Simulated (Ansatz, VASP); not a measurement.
# Cross-check of BaTiO3 between VASP and Ansatz

Wanted: the spread between two codes on one cell, functional and k mesh. The structure shown is the end of the Ansatz relaxation below.

Method: plane waves, with VASP 6.6.1 beside it; single point at PBEsol, in Ansatz 0.2.0.

## (1) The starting structure

It takes space group P4/mmm (No. 123, tetragonal). The conventional cell has a = 3.950 Å, b = 3.950 Å, c = 4.049 Å, α = 90.00°, β = 90.00°, γ = 90.00°. Nearest to Ba lie 12 O at 2.79 to 2.83 Å. Nearest to Ti lie 6 O at 1.98 to 2.02 Å. O has 2 Ti at 2.02 Å and 4 Ba at 2.79 Å nearest. Nearest to O lie 2 Ti at 1.98 Å and 4 Ba at 2.83 Å. Farther neighbours and most contacts between anions are not listed.

## (2) Ansatz: relaxation, PBEsol

Ansatz runs on its PAW soft_1 files.

This run makes the geometry at which the two programs are then compared.

Contents of input.yaml:

```yaml
crystal:
  lattice:
    - [3.950154975, 0.0, 0.0]
    - [0.0, 3.950154975, 0.0]
    - [0.0, 0.0, 4.0494051]
  atoms:
    - { symbol: Ba, position: [0.0, 0.0, 0.0] }
    - { symbol: Ti, position: [0.5, 0.5, 0.5] }
    - { symbol: O, position: [0.5, 0.5, 0.0] }
    - { symbol: O, position: [0.5, 0.0, 0.5] }
    - { symbol: O, position: [0.0, 0.5, 0.5] }
kpoints:
  mp_grid: { grid: [7, 7, 7] }
scf:
  occupations: { method: fermi_dirac, width: 0.02 }
hamiltonian:
  xc: pbesol
  pseudopotentials: { kind: paw, azcp: { folder: soft_1 }, xc_functional: pbe }
basis:
  ecutwfc: 600
output:
  forces: true
  stress: true
  write_density: true
  write_potential: true
  elf: true
  volumetric_format: npy
relax:
  f_tol: 0.005
  max_steps: 70
  cell: { stress_tol: 0.02, p_target: 0, fix: [c, alpha, beta, gamma] }
```

Started as:

```console
> ansatz run input.yaml --threads 4 --pin off --max-ram 10240MiB --backend cpu --events-out ev --progress --plain --runs-dir out
```

Numbers of over 12 decimals in the logs are rounded to 6 here.

The program printed:

```text
Engine: ansatz 0.2.0, aarch64-unknown-linux-gnu
Pseudopotentials: kind: paw
Pseudopotential: Ba, paw, valence charge 10, recommended cutoff 420 eV (normal), soft_1/Ba.paw.azcp
Pseudopotential: Ti, paw, valence charge 12, recommended cutoff 420 eV (normal), soft_1/Ti.paw.azcp
Pseudopotential: O, paw, valence charge 6, recommended cutoff 420 eV (normal), soft_1/O.paw.azcp
Functional definition: PBEsol
  exchange = pbesol_x
  correlation = pbesol_c
Crystal: 5 atoms, lattice volume = 63.186 Å³
Basis set: ecut = 600 eV, 2113 PW (Γ), exchange–correlation on 64×64×72 points (8 copies of the dense FFT grid, shifted against one another)
Bands: 25, of which v1, the nominal top of the filled ones, is band 20 counted from 1 (19 counted from 0)
Symmetry: 16 space group operations
Space group: P4/mmm (ITA 123), of the structure as read, at distance tolerance 4.0e-5 Å
k-points: 40 of 343
Non-local potential: Ba, projectors of the file, l = 0: 3, l = 1: 2, l = 2: 2, l = 3: 2
Non-local potential: Ti, projectors of the file, l = 0: 3, l = 1: 2, l = 2: 3, l = 3: 1
Non-local potential: O, projectors of the file, l = 0: 2, l = 1: 2, l = 2: 1
PAW form: soft (Blöchl's): semilocal exchange-correlation on the pseudo side does not see the compensation charge
PAW frozen core: Ba, regenerated for the run's functional, and the local potential with it (the file was generated under x = pbe(κ = 0.804, μ = 0.219515), c = pbe(β = 0.066725))
PAW frozen core: Ti, regenerated for the run's functional, and the local potential with it (the file was generated under x = pbe(κ = 0.804, μ = 0.219515), c = pbe(β = 0.066725))
PAW frozen core: O, regenerated for the run's functional, and the local potential with it (the file was generated under x = pbe(κ = 0.804, μ = 0.219515), c = pbe(β = 0.066725))
PAW one-centre angular grid: Ba, 194 points (default); XC on 64 Gauss nodes
PAW one-centre angular grid: Ti, 590 points (default); XC on 64 Gauss nodes
PAW one-centre angular grid: O, 110 points (default); XC on 64 Gauss nodes
Initial density: superposition of atomic densities (chi_scale 0.1, normalization cell, long waves kept (reshape's long-wave potential 0.00 eV rms))
Initial wavefunctions: pseudopotential atomic-orbital guess
Functional: x = pbesol(κ = 0.804, μ = 0.123457), c = pbesol(β = 0.046)
SCF iter   1: F=—  HF=-10028.087297 eV  |F-HF|=—  |Δ(HF+E_count)|=         —  Δρ=5.68e-2  dr2=2.17e0  ethr=3.10e-3  ⟨swp⟩=8.1  Hψ=5135  notcnv=0
preconditioner: auto → Resta (q_TF=auto, 2.528 Å⁻¹)  ε∞=5.9  [insulator: Δε(μ)=2.215 eV  Ē_g=11.565 eV  σ=0.020 eV  W_gap=1.00  n_scr=18 (ndim 8)  ℏωp=25.6 eV  f_vac=0.000  D(μ)=0.00/eV (n_scr^D=0)  ε∞_Penn≈5.9]
SCF iter   2: F=—  HF=-10027.729475 eV  |F-HF|=—  |Δ(HF+E_count)|=   3.58e-1  Δρ=2.65e-2  dr2=6.79e-1  ethr=3.10e-3  ⟨swp⟩=2.1  Hψ=1806  notcnv=0  defer=40
SCF iter   3: F=—  HF=-10027.630425 eV  |F-HF|=—  |Δ(HF+E_count)|=   9.90e-2  Δρ=7.79e-3  dr2=5.90e-2  ethr=1.70e-3  ⟨swp⟩=2.2  Hψ=1696  notcnv=0  defer=40
SCF iter   4: F=—  HF=-10027.618716 eV  |F-HF|=—  |Δ(HF+E_count)|=   1.17e-2  Δρ=1.99e-3  dr2=2.00e-3  ethr=1.48e-4  ⟨swp⟩=2.1  Hψ=1774  notcnv=0  defer=40
SCF iter   5: F=—  HF=-10027.619147 eV  |F-HF|=—  |Δ(HF+E_count)|=   4.31e-4  Δρ=4.67e-4  dr2=1.23e-4  ethr=5.01e-6  ⟨swp⟩=2.8  Hψ=1874  notcnv=0  defer=40
SCF iter   6: F=—  HF=-10027.619147 eV  |F-HF|=—  |Δ(HF+E_count)|=   3.53e-7  Δρ=9.72e-5  dr2=5.76e-6  ethr=3.08e-7  ⟨swp⟩=2.0  Hψ=1624  notcnv=0  defer=40
SCF iter   7: F=—  HF=-10027.619177 eV  |F-HF|=—  |Δ(HF+E_count)|=   2.99e-5  Δρ=2.51e-5  dr2=3.96e-7  ethr=1.44e-8  ⟨swp⟩=2.2  Hψ=1459  notcnv=0  defer=40
SCF iter   8: F=-10027.619177 eV  HF=-10027.619177 eV  |F-HF|=2.04e-8  |Δ(HF+E_count)|=   1.84e-8  Δρ=7.53e-6  dr2=4.03e-8  ethr=2.50e-10  ⟨swp⟩=8.3  Hψ=6044  notcnv=0
SCF 1 converged in 8 iterations: F = -10027.619177 eV  dr2 = 4.03e-8
  greatest PAW one-centre occupation: 0.998 electrons in one spin orbital (limit 2), on the Ti atom at site 1 (counted from 0), in its partial waves of l = 0
relax step   1: F+E_penalty+E_count = -10027.61917717 eV  Δ(F+E_penalty+E_count) = +0.000e0 eV  max|allowed force component| = 3.637e-29 eV/Å  Δτ_max = 0.0000 Å  P = -1.580 GPa  Ω = 63.186 Å³  fix = [c, alpha, beta, gamma]  reactions: c -4.776 GPa  (8 SCF iters, dr2 threshold 1.00e-7 eV, accepted)
Initial density: handed on by an earlier stage of this run
Initial wavefunctions: pseudopotential atomic-orbital guess (no wavefunctions were taken with the density)
iter 1 solved again at ethr=1.71e-8 eV; its pass at ethr=3.10e-3 eV (dr2=6.84e-6 eV) is discarded
SCF iter   1: F=—  HF=-10027.619143 eV  |F-HF|=—  |Δ(HF+E_count)|=         —  Δρ=7.60e-6  dr2=3.85e-8  ethr=1.71e-8  ⟨swp⟩=3.8  Hψ=7511  notcnv=0
preconditioner: auto → Resta (q_TF=auto, 2.528 Å⁻¹)  ε∞=5.9  [insulator: Δε(μ)=1.840 eV  Ē_g=11.941 eV  σ=0.020 eV  W_gap=1.00  n_scr=18 (ndim 8)  ℏωp=26.4 eV  f_vac=0.000  D(μ)=0.00/eV (n_scr^D=0)  ε∞_Penn≈5.9]
SCF iter   2: F=—  HF=-10027.619177 eV  |F-HF|=—  |Δ(HF+E_count)|=   3.39e-5  Δρ=3.82e-6  dr2=1.35e-8  ethr=9.63e-11  ⟨swp⟩=2.0  Hψ=1802  notcnv=0
SCF iter   3: F=—  HF=-10027.619177 eV  |F-HF|=—  |Δ(HF+E_count)|=  7.40e-10  Δρ=1.58e-6  dr2=2.38e-9  ethr=3.38e-11  ⟨swp⟩=2.6  Hψ=1593  notcnv=0
SCF iter   4: F=—  HF=-10027.619177 eV  |F-HF|=—  |Δ(HF+E_count)|=  1.64e-10  Δρ=7.87e-7  dr2=3.14e-10  ethr=5.94e-12  ⟨swp⟩=2.6  Hψ=1648  notcnv=0
SCF iter   5: F=—  HF=-10027.619177 eV  |F-HF|=—  |Δ(HF+E_count)|=  2.91e-11  Δρ=4.21e-7  dr2=6.11e-11  ethr=1.00e-12  ⟨swp⟩=2.2  Hψ=1456  notcnv=0
SCF iter   6: F=-10027.619177 eV  HF=-10027.619177 eV  |F-HF|=1.82e-12  |Δ(HF+E_count)|=  3.64e-12  Δρ=1.43e-7  dr2=5.21e-12  ethr=1.00e-12  ⟨swp⟩=4.5  Hψ=4397  notcnv=0
SCF 2 converged in 6 iterations: F = -10027.619177 eV  dr2 = 5.21e-12
relax step   2: F+E_penalty+E_count = -10027.61917719 eV  Δ(F+E_penalty+E_count) = -1.924e-8 eV  max|allowed force component| = 1.728e-29 eV/Å  Δτ_max = 0.0000 Å  P = -1.580 GPa  Ω = 63.186 Å³  fix = [c, alpha, beta, gamma]  reactions: c -4.777 GPa  stress off target by 1.79e-2 GPa on what of the cell is left free  SCF on the basis re-selected at this cell (its energy is not comparable with the rows above)  (6 SCF iters)
basis re-selected at this cell: Δ(F+E_penalty+E_count) = -1.924e-8 eV, ΔP = -0.000 GPa vs the last step (what re-selecting the basis moved, of the pressure what is left beyond the Pulay correction that the steps carried, after the strain that the cell walked since its last selection, with what the two solves' SCF thresholds leave and, on support functions, any second-order correction that the steps lacked; it is no m [...]
SCF converged after 6 iterations
Free energy (F): -10027.619177 eV
Harris-Foulkes:  -10027.619177 eV  (|F-HF|=1.82e-12)
Internal energy: -10027.619177 eV  (E = F + TS)
E sigma→0 (E₀):  -10027.619177 eV
Fermi energy:    11.219255 eV
--- Per-component energies (eV) ---
  E_band       = -136.796048
  E_kinetic    = 944.477252
  E_local      = -2152.217790  (includes V_loc(G=0)·N_el)
  E_nonlocal   = 310.926650
  E_hartree    = 825.552709
  E_xc         = -527.363095
  E_vxc        = -549.995975  (∫ρ·V_xc dr)
  E_paw        = -6595.073550  (= ΣΔE_a)
  E_vpaw       = -341.092133  (= ΣTr[D̂ρ^β])
  E_aug_tail   = 0.000549  (compensation charges beyond the density's cutoff)
  E_ewald      = -2834.318587
  E_core_change = 0.396686  (= ΣΔE_core)
  E_smearing   = -0.000000  (= −TS)
  E_closure    = -0.000000  (closes the sum)
  Σ components = -10027.619177   (vs F -10027.619177, Δ=0.00e0)
--- Forces (eV/Å), atoms counted from 1 ---
  atom   1  Ba    -0.00000000    -0.00000000     0.00000000
  atom   2  Ti     0.00000000    -0.00000000     0.00000000
  atom   3  O      0.00000000     0.00000000     0.00000000
  atom   4  O      0.00000000     0.00000000     0.00000000
  atom   5  O      0.00000000     0.00000000     0.00000000
  max |Σ_I F_I| component: 7.14e-29 eV/Å
--- Stress (GPa, compression-positive) ---
        0.017853       0.000000       0.000000
        0.000000       0.017853       0.000000
        0.000000       0.000000      -4.776573
  P = ⅓ Tr σ = -1.5803 GPa (-15.803 kbar)
--- Band table (eV; the first three rows and the last of 40) ---
  k-point 0: bands = [... 16 lower, 9.2169, 10.2289, 10.2615, 10.2615, 12.1193, 12.1193, 12.1635, 14.3456, ... 1 higher]
  k-point 1: bands = [... 16 lower, 9.0386, 9.7194, 10.1170, 10.1170, 12.1853, 12.5041, 12.5041, 14.5419, ... 1 higher]
  k-point 2: bands = [... 16 lower, 8.7838, 8.8939, 9.8701, 9.8701, 12.2355, 13.2218, 13.2218, 14.5452, ... 1 higher]
  k-point 39: bands = [... 16 lower, 8.0372, 10.1629, 10.2161, 10.2795, 14.5209, 14.5225, 14.6282, 17.3326, ... 1 higher]
--- Relaxed structure (1 steps of the walk, 1 accepted, 1 SCFs on fresh bases) ---
  F+E_penalty+E_count = -10027.61917719 eV   max|allowed force component| = 1.728e-29 eV/Å   (the final SCF, on the basis selected at the relaxed cell)
  cell:  # Å, volume = 63.1858 Å³
    - [3.950154975, 0.0, 0.0]
    - [0.0, 3.950154975, 0.0]
    - [0.0, 0.0, 4.0494051]
  atoms:
    - { symbol: Ba, position: [0.0, 0.0, 0.0] }
    - { symbol: Ti, position: [0.5, 0.5, 0.500000] }
    - { symbol: O, position: [0.5, 0.5, 0.0] }
    - { symbol: O, position: [0.5, 0.0, 0.500000] }
    - { symbol: O, position: [0.0, 0.5, 0.500000] }
```

## (3) VASP: single point, PBEsol, pair 1

The same cell, functional, mesh and smearing now go to VASP, with its own data sets.

Lines of VASP's logs that name or quote its potential files are left out, and so is its time.

Contents of INCAR:

```
SYSTEM = BaTiO3
PREC = Accurate
ENCUT = 600
EDIFF = 1E-06
NELM = 120
ISMEAR = -1
SIGMA = 0.02
LREAL = .FALSE.
ALGO = Normal
GGA = PS
NBANDS = 26
LASPH = .TRUE.
LORBIT = 11
LWAVE = .FALSE.
LCHARG = .FALSE.
ISIF = 2
GGA_COMPAT = .FALSE.
EFERMI = MIDGAP
KPAR = 2
```

Contents of POSCAR:

```
BaTiO3
1.0
    3.9501549750      0.0000000000      0.0000000000
    0.0000000000      3.9501549750      0.0000000000
    0.0000000000      0.0000000000      4.0494051000
Ba Ti O
1 1 3
Direct
    0.0000000000      0.0000000000      0.0000000000
    0.5000000000      0.5000000000      0.5000000000
    0.5000000000      0.5000000000      0.0000000000
    0.5000000000      0.0000000000      0.5000000000
    0.0000000000      0.5000000000      0.5000000000
```

Contents of KPOINTS:

```
Automatic mesh
0
Gamma
7 7 7
0 0 0
```

Potentials, in the order of the species: Ba_sv, Ti_sv and O (PBE family, release 64).

Started as:

```console
> mpirun -np 2 vasp_std
```

The program printed:

```text
[banner, memory and clock lines left out]
running    2 mpi-ranks, on    1 nodes
 distrk:  each k-point on    1 cores,    2 groups
 distr:  one band on    1 cores,    1 groups

 POSCAR found type information on POSCAR BaTiO
 POSCAR found :  3 types and       5 ions
|                                                                             |
|               ----> ADVICE to this user running VASP <----                  |
|                                                                             |
|     You enforced a specific xc type in the INCAR file but a different       |
|     [... a line on the potential file left out ...]
|     I HOPE YOU KNOW WHAT YOU ARE DOING!                                     |
|                                                                             |

 LDA part: xc-table for (Slater+PW92), standard interpolation
 POSCAR, INCAR and KPOINTS ok, starting setup
 FFT: planning ... GRIDC
 FFT: planning ... GRID_SOFT
 FFT: planning ... GRID
 WAVECAR not read
 entering main loop
       N       E                     dE             d eps       ncg     rms          rms(c)
DAV:   1     0.476198070520E+03    0.47620E+03   -0.23018E+04  2080   0.186E+03
DAV:   2     0.401514362000E+01   -0.47218E+03   -0.45503E+03  2384   0.485E+02
DAV:   3    -0.494763111828E+02   -0.53491E+02   -0.51578E+02  2910   0.151E+02
DAV:   4    -0.521766403963E+02   -0.27003E+01   -0.26963E+01  3086   0.306E+01
DAV:   5    -0.522571636961E+02   -0.80523E-01   -0.80497E-01  2896   0.416E+00    0.229E+01
DAV:   6    -0.421729919594E+02    0.10084E+02   -0.60778E+01  3040   0.706E+01    0.985E+00
DAV:   7    -0.421173750247E+02    0.55617E-01   -0.95094E+00  2722   0.219E+01    0.654E+00
DAV:   8    -0.419774231730E+02    0.13995E+00   -0.12758E+00  2620   0.105E+01    0.238E+00
DAV:   9    -0.419833514839E+02   -0.59283E-02   -0.22812E-01  2612   0.323E+00    0.103E+00
DAV:  10    -0.419773729375E+02    0.59785E-02   -0.98960E-02  2708   0.233E+00    0.732E-01
DAV:  11    -0.419709799230E+02    0.63930E-02   -0.28953E-02  3080   0.138E+00    0.767E-02
DAV:  12    -0.419709059012E+02    0.74022E-04   -0.14541E-03  2356   0.355E-01    0.551E-02
DAV:  13    -0.419709813254E+02   -0.75424E-04   -0.55984E-04  2922   0.189E-01    0.703E-02
DAV:  14    -0.419709009415E+02    0.80384E-04   -0.23015E-04  2304   0.930E-02    0.246E-02
DAV:  15    -0.419708931634E+02    0.77781E-05   -0.43632E-05  2890   0.442E-02    0.726E-03
DAV:  16    -0.419708935811E+02   -0.41769E-06   -0.32989E-06  2190   0.176E-02
   1 F= -.41970894E+02 E0= -.41970894E+02  d E =-.992695E-21
```

OUTCAR, selected parts (step 3):

```text
ion  position               nearest neighbor table
   1  0.000  0.000  0.000-   3 2.79   3 2.79   3 2.79   3 2.79   5 2.83   4 2.83   5 2.83   5 2.83
                             5 2.83   4 2.83   4 2.83   4 2.83   2 3.45   2 3.45   2 3.45   2 3.45
   2  0.500  0.500  0.500-   4 1.98   5 1.98   4 1.98   5 1.98   3 2.02   3 2.02   1 3.45   1 3.45
                             1 3.45   1 3.45   1 3.45   1 3.45   1 3.45   1 3.45
   3  0.500  0.500  0.000-   2 2.02   2 2.02   1 2.79   1 2.79   1 2.79   1 2.79
   4  0.500  0.000  0.500-   2 1.98   2 1.98   1 2.83   1 2.83   1 2.83   1 2.83
   5  0.000  0.500  0.500-   2 1.98   2 1.98   1 2.83   1 2.83   1 2.83   1 2.83

  LATTYP: Found a simple tetragonal cell.
 ALAT       =     3.9501549750
 C/A-ratio  =     1.0251256281

 Subroutine GETGRP returns: Found 16 space group operations
 (whereof 16 operations were pure point group operations)

The static configuration has the point symmetry D_4h.

 Found     40 irreducible k-points:

   k-points           NKPTS =     40   k-points in BZ     NKDIM =     40   number of bands    NBANDS=     26

   dimension x,y,z NGX =    32 NGY =   32 NGZ =   32
   dimension x,y,z NGXF=    64 NGYF=   64 NGZF=   64

   ENCUT  =  600.0 eV  44.10 Ry    6.64 a.u.   7.89  7.89  8.09*2*pi/ulx,y,z

   NELECT =      40.0000    total number of electrons

 k-points in reciprocal lattice and weights: Automatic mesh
   0.00000000  0.00000000  0.00000000       0.003
   0.14285714  0.00000000  0.00000000       0.012
   0.28571429  0.00000000  0.00000000       0.012
   0.42857143  0.00000000  0.00000000       0.012
   0.14285714  0.14285714  0.00000000       0.012
   0.28571429  0.14285714  0.00000000       0.023
   0.42857143  0.14285714  0.00000000       0.023
   0.28571429  0.28571429  0.00000000       0.012
   0.42857143  0.28571429  0.00000000       0.023
[...]
0.42857143  0.28571429  0.42857143       0.047
   0.42857143  0.42857143  0.42857143       0.023

 average (electrostatic) potential at core
       1 -32.5802       2 -76.6246       3 -69.4904       4 -69.6240       5 -69.6240

 E-fermi :   4.6323

 k-point     1 :       0.0000    0.0000    0.0000
  band No.  band energies     occupation
    ...
     16       2.7056      2.00000
     17       2.7056      2.00000
     18       3.6508      2.00000
     19       3.6858      2.00000
     20       3.6858      2.00000
     21       5.5159      0.00000
     22       5.5159      0.00000
     23       5.5623      0.00000
     24       7.7407      0.00000
     25       7.9349      0.00000
    ...

 k-point     2 :       0.1429    0.0000    0.0000
  band No.  band energies     occupation
    ...
     16       2.4348      2.00000
     17       2.4989      2.00000
     18       3.1800      2.00000
     19       3.5022      2.00000
     20       3.5297      2.00000
     21       5.5490      0.00000
     22       5.9631      0.00000
     23       6.0012      0.00000
     24       7.7783      0.00000
     25       8.4481      0.00000
    ...

 k-point     3 :       0.2857    0.0000    0.0000
  band No.  band energies     occupation
    ...
     16       2.0315      2.00000
     17       2.0952      2.00000
     18       2.3776      2.00000
     19       3.2596      2.00000
     20       3.2619      2.00000
     21       5.6258      0.00000
     22       6.7781      0.00000
     23       6.8014      0.00000
     24       7.7894      0.00000
     25       9.3325      0.00000
    ...

  Total        0.7325085      0.7325085     -1.2177911      0.0000000      0.0000000      0.0000000
  in kB       18.5739268     18.5739268    -30.8790462      0.0000000      0.0000000      0.0000000
  external PRESSURE =       2.0896024 kB  Pullay stress =       0.0000000 kB

  energy-cutoff  :      600.00
  volume of cell :       63.19
      direct lattice vectors                 reciprocal lattice vectors
     3.950154975  0.000000000  0.000000000     0.253154625  0.000000000  0.000000000
     0.000000000  3.950154975  0.000000000     0.000000000  0.253154625  0.000000000
     0.000000000  0.000000000  4.049405100     0.000000000  0.000000000  0.246949854

 POSITION                                       TOTAL-FORCE (eV/Angst)
 -----------------------------------------------------------------------------------
      0.00000      0.00000      0.00000         0.000000      0.000000      0.000000
      1.97508      1.97508      2.02470         0.000000      0.000000      0.000000
      1.97508      1.97508      0.00000         0.000000      0.000000      0.000000
      1.97508      0.00000      2.02470         0.000000      0.000000      0.000000
      0.00000      1.97508      2.02470         0.000000      0.000000      0.000000
 -----------------------------------------------------------------------------------
    total drift:                                0.000000     -0.000000     -0.000000

  FREE ENERGIE OF THE ION-ELECTRON SYSTEM (eV)
  ---------------------------------------------------
  free  energy   TOTEN  =       -41.9708935811 eV

  energy  without entropy=      -41.9708935811  energy(sigma->0) =      -41.97089358

 total charge
# of ion       s       p       d       tot
------------------------------------------
    1        2.004   5.636   0.348   7.988
    2        2.217   6.285   1.725  10.226
    3        1.554   3.447   0.000   5.001
    4        1.557   3.459   0.000   5.016
    5        1.557   3.459   0.000   5.016
--------------------------------------------------
tot          8.889  22.287   2.072  33.248

[... 3 further parts left out ...]
```

The run ends at a pressure of 0.21 GPa.

## (4) Comparison

Known differences besides the potentials themselves: Ansatz makes its cores anew for this functional, VASP keeps those of its PBE data sets; Ansatz's pressure holds a Pulay correction, VASP's none. Total energies have different zeros and are not compared.

Both answers:

| quantity | Ansatz | VASP | difference |
| --- | --- | --- | --- |
| pressure (GPa) | -1.58 | 0.21 | -1.79 |
| gap on the k mesh (eV) | 1.840 | 1.767 | +0.073 |

A gap on the mesh is an upper bound, since the band edges may lie between its points.

(Continued in part 2 of 2.)

[Lines on the potential files, build, host, timing and source positions are cut from VASP's logs without a mark.]

[Logs are printed without paths, hosts, clocks, repeated set-up lines and the standing remarks that a program may print on its own settings, such as how far it seeks lower states.]

[Hosts, paths, dates, database ids (printed as entryN), source tags and the programs' standing remarks are cut or masked in the printed files.]
